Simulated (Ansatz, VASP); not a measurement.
## BN in VASP and in Ansatz

File INCAR:

```
SYSTEM = BN
PREC = Accurate
ENCUT = 520
EDIFF = 1E-7
ISMEAR = 0
SIGMA = 0.016
LREAL = .FALSE.
LASPH = .TRUE.
NELM = 100
ALGO = Normal
ISIF = 2
LWAVE = .FALSE.
LCHARG = .FALSE.
GGA = PE
```

The input KPOINTS:

```
regular mesh
0
G
  13 13 13
  0 0 0
```

Contents of POSCAR:

```
BN
1.0
    0.0000000000      1.8130010000      1.8130010000
    1.8130010000      0.0000000000      1.8130010000
    1.8130010000      1.8130010000      0.0000000000
N B
1 1
Direct
    0.2500000000      0.2500000000      0.2500000000
    0.0000000000      0.0000000000      0.0000000000
```

The input input.yaml:

```yaml
crystal:
  lattice:
    - [0.0, 1.813001, 1.813001]
    - [1.813001, 0.0, 1.813001]
    - [1.813001, 1.813001, 0.0]
  atoms:
    - { symbol: "N", position: [0.25, 0.25, 0.25] }
    - { symbol: B, position: [0.0, 0.0, 0.0] }
hamiltonian:
  xc: pbe
  pseudopotentials: { kind: paw }
kpoints:
  mp_grid: { grid: [13, 13, 13] }
scf:
  occupations: { method: gaussian, width: 0.016 }
output:
  forces: true
  stress: true
  eigenvalues: true
```

The cell is a database's computed one.

Alike in both runs: task single point; functional PBE; k mesh 13 × 13 × 13; occupations gaussian, width 0.016 eV; no spin polarisation.

|  | VASP | Ansatz |
| --- | --- | --- |
| version | VASP 6.6.1 | Ansatz 0.2.0 |
| potentials or method | VASP PAW PBE potentials, release 64 (N, B) | Ansatz PAW |
| plane-wave cutoff (eV) | 520 | 420 |
| valence electrons in the cell | 8 | 8 |

Ansatz gave:

```
gap on the k mesh at the Fermi level (eV) : 4.54
least direct gap on the mesh (eV)         : 8.79
pressure (GPa)                            : -0.4
```

Question: What did VASP give for the same quantities?

Answer: gap on the k mesh at the Fermi level (eV): 4.52; least direct gap on the mesh (eV): 8.78; pressure (GPa): -0.2.

Caveats: an odd mesh through Γ misses points on the zone boundary, where band edges often lie (VASP); odd divisions of the mesh miss points on the zone boundary, where band edges often lie, so the gap on the mesh can be too wide (Ansatz); the pressure holds a Pulay correction of +1.1 GPa for the finite cutoff (Ansatz).
